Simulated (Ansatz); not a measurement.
## BN (F-43m), random displacements

Computed with DFT r2SCAN, scalar-relativistic, plane waves, PAW in Ansatz. Cutoff 250 eV, Γ-centred 6×6×6 k-points, Gaussian smearing of 0.05 eV. No spin polarisation. Energies are free energies at this smearing, counted from the undisturbed cell; pressure is positive in compression.

Zero of the scan (as given, not relaxed at this level):

```yaml
crystal:
  lattice:
    - [3.62600, 0.00000, 0.00000]
    - [0.00000, -3.62600, 0.00000]
    - [0.00000, 0.00000, -3.62600]
  atoms:
    - { symbol: B, position: [0.00000, 0.50000, 0.50000] }
    - { symbol: B, position: [0.50000, 0.00000, 0.50000] }
    - { symbol: B, position: [0.50000, 0.50000, 0.00000] }
    - { symbol: B, position: [0.00000, 0.00000, 0.00000] }
    - { symbol: N, position: [0.75000, 0.75000, 0.75000] }
    - { symbol: N, position: [0.25000, 0.25000, 0.75000] }
    - { symbol: N, position: [0.25000, 0.75000, 0.25000] }
    - { symbol: N, position: [0.75000, 0.25000, 0.25000] }
```

After a displacement of all atoms with no net shift and a strain of the cell, the run gives ΔE = 60.0 meV/atom; stress (xx, yy, zz, yz, xz, xy; compression positive) (1.31, -0.39, -1.44, 6.55, -6.55, 1.74) GPa; gap on the mesh 4.15 eV.

```csv
atom,Fx (eV/Å),Fy,Fz
B1,2.208,-2.334,-0.233
B2,0.586,-0.701,-1.015
B3,0.901,0.306,-2.326
B4,0.451,-0.111,-0.624
N5,0.084,-0.040,1.361
N6,-2.817,1.095,1.088
N7,-0.094,1.481,-0.174
N8,-1.320,0.305,1.924
```

Q: Which displacements (Å, in the unstrained cell) and strain were applied?

A:
| atom | ux | uy | uz |
| --- | --- | --- | --- |
| B1 | -0.05 | 0.07 | -0.02 |
| B2 | -0.01 | 0.03 | 0.04 |
| B3 | -0.02 | -0.04 | 0.05 |
| B4 | 0.00 | -0.01 | 0.01 |
| N5 | 0.00 | 0.00 | -0.03 |
| N6 | 0.07 | -0.02 | -0.01 |
| N7 | -0.01 | -0.03 | 0.01 |
| N8 | 0.02 | 0.01 | -0.04 |
Strain (Voigt, engineering shear): (0.0038, 0.0065, 0.0078, -0.0111, 0.0110, -0.0095).

Cost: 1 run of about 0.13 core-minutes, on Intel Xeon Platinum 8488C (Sapphire Rapids) (shared hosts).